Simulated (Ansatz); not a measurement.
**Rh: electron density at the nuclei under pressure**

```
Rh
1.0
     0.00000    1.90155    1.90155
     1.90155    0.00000    1.90155
     1.90155    1.90155    0.00000
Rh
1
Direct
  0.00000 0.00000 0.00000
```

The cell comes from COD entry 9008482, which wasn't checked; take it as a given geometry.

These are results of Ansatz 0.2.0, DFT, PBE, all-electron PAW with datasets made for the crystal, scalar-relativistic, not measurements.

Settings: a Γ-centred 16×16×16 k mesh, Fermi–Dirac smearing of 0.08 eV, cutoff 300 eV (chosen by the program for this cell), no spin polarisation.

The contact density is the mean electron density over the nuclear volume; its changes follow the s electrons' response to bonding and compression. Changes below are taken from the unscaled cell, where it is 789919 e/Å³ at Rh.

Volumes at which the program chose other datasets or cutoffs are left out.

The datasets are made afresh for each cell, so very small changes are uncertain.

(1) Does compression raise or lower the contact density at Rh?

(2) Tabulate the changes with volume.

## Answers

(1) It raises it, by 4.72 e/Å³ over the whole range.

(2) 
```tsv
V/V(cell)	P (GPa)	Δρ(0) Rh (e/Å³)
0.9600	18.9	3.80
0.9800	12.1	1.87
0.9900	8.9	0.93
1.0000	6.0	0.00
1.0100	3.2	-0.92
```
